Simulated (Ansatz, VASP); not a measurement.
**GaAs in VASP and in Ansatz**

```
Ga As
1.0
     0.00000    2.83309    2.83309
     2.76226    0.00000    2.83309
     2.76226    2.83309    0.00000
Ga As
1 1
Direct
  0.00000 0.00000 0.00000
  0.25000 0.25000 0.25000
```

Change from the starting cell: uniaxial_x strain -2.5%.

Alike in both runs: task single point; functional PBE; k mesh 8 × 8 × 8; occupations fermi-dirac, width 0.02 eV; no spin polarisation.

```csv
,VASP,Ansatz
version,VASP 6.6.1,Ansatz 0.2.0
potentials or method,"VASP PAW PBE potentials, release 64 (Ga_d, As)","plane waves, PAW"
plane-wave cutoff (eV),520,420
valence electrons in the cell,18,28
```

VASP gave:

```
pressure (GPa)                                  : 4.9
largest component of the traceless stress (GPa) : 0.95
```

Question: Which values does Ansatz return?

Answer: Pressure (GPa): 4.7; largest component of the traceless stress (GPa): 0.95.

The two sets of potentials don't hold the same shells in valence.

A k mesh can miss the band edges.
